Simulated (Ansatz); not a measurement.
Reaction (formal exchange of groups at the Si–O bond): `BO[SiH](O)[SiH3]` + `OCCO` → `O[SiH](O)[SiH3]` + `BOCCO`

Isolated molecules relaxed with PBE0-D4/def2-TZVP in Ansatz; ΔE leaves out vibrations. CCSD(T)/CBS adds triple-zeta CCSD(T) − MP2 to the extrapolated MP2 energy (def2 sets, frozen cores). This one scheme is used for every species. Functionals use def2-TZVPP. B3LYP here is the variant with VWN-RPA as its local correlation; programs differ in this. Each species was taken in one conformer, which may not be the lowest.

```json
{"level": "PBE-D4", "ΔE (kcal/mol)": "-1.3", "difference from CCSD(T)/CBS": "-0.5"}
{"level": "r2SCAN-D4", "ΔE (kcal/mol)": "-0.8", "difference from CCSD(T)/CBS": "0.0"}
{"level": "B3LYP-D4", "ΔE (kcal/mol)": "-0.8", "difference from CCSD(T)/CBS": "0.0"}
{"level": "ωB97M-V", "ΔE (kcal/mol)": "-0.6", "difference from CCSD(T)/CBS": "0.2"}
{"level": "B2PLYP", "ΔE (kcal/mol)": "-1.3", "difference from CCSD(T)/CBS": "-0.5"}
{"level": "PBE", "ΔE (kcal/mol)": "-1.8", "difference from CCSD(T)/CBS": "-1.0"}
{"level": "PBE0", "ΔE (kcal/mol)": "-1.1", "difference from CCSD(T)/CBS": "-0.3"}
{"level": "MP2/def2-TZVPP", "ΔE (kcal/mol)": "-0.9", "difference from CCSD(T)/CBS": "-0.1"}
{"level": "SCS-MP2/def2-TZVPP", "ΔE (kcal/mol)": "-0.9", "difference from CCSD(T)/CBS": "-0.1"}
{"level": "CCSD/def2-TZVPP", "ΔE (kcal/mol)": "-0.7", "difference from CCSD(T)/CBS": "0.1"}
{"level": "CCSD(T)/def2-TZVPP", "ΔE (kcal/mol)": "-0.8", "difference from CCSD(T)/CBS": "0.0"}
{"level": "MP2/def2-QZVPP", "ΔE (kcal/mol)": "-0.9", "difference from CCSD(T)/CBS": "-0.1"}
{"level": "SCS-MP2/def2-QZVPP", "ΔE (kcal/mol)": "-0.9", "difference from CCSD(T)/CBS": "-0.1"}
{"level": "HF/CBS(def2)", "ΔE (kcal/mol)": "-0.4", "difference from CCSD(T)/CBS": "0.4"}
{"level": "MP2/CBS(def2)", "ΔE (kcal/mol)": "-0.9", "difference from CCSD(T)/CBS": "-0.1"}
{"level": "CCSD/CBS(def2)", "ΔE (kcal/mol)": "-0.7", "difference from CCSD(T)/CBS": "0.1"}
{"level": "CCSD(T)/CBS", "ΔE (kcal/mol)": "-0.8", "difference from CCSD(T)/CBS": "0"}
```

Largest T1 diagnostic among the species: 0.014.

The D4 term adds +0.8 kcal/mol with B3LYP and +0.4 kcal/mol with PBE0; it sums over pairs of atoms, weighted by their polarisabilities, and B3LYP, whose exchange is more repulsive, gets the larger term.

CCSD(T)/CBS has its own doubt, a few kJ/mol and more with outer-core shells, so smaller differences from it don't rank the levels.
